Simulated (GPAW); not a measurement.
Crystal: Al2Cu.

```
CELL_PARAMETERS angstrom
4.10518 0.00000 0.00000
0.00000 4.10518 0.00000
0.00000 0.00000 2.89131
ATOMIC_POSITIONS crystal
Cu 0.00000 0.00000 0.00000
Al 0.00000 0.50000 0.50000
Al 0.50000 0.00000 0.50000
```

The cell comes from a database or a generator and needn't be the stable form of this composition.

Base run:

```yaml
Program: GPAW 26.7.0
Functional: LDA
Potentials_or_basis: the program's PAW data sets (release 1.2.1) made for this functional
Cutoff: 600 eV
Basis: pw
k_mesh: 7 × 7 × 9
Occupations: fermi-dirac, width 0.05 eV
Spin: no spin polarisation
```

Its results: pressure -4.7 GPa.

The run is repeated on the same cell with these changes: functional from LDA to PBEsol; potentials or basis from the program's PAW data sets (release 1.2.1) made for this functional to PAW data sets generated in the run's folder for this functional. What comes out?

Pressure -1.8 GPa.

Caveats: with this Cu data set, volumes or pressures lay over 1.5 % or 2 GPa off other programs in two to four cells of ten.

Not every run made on this cell is shown here.
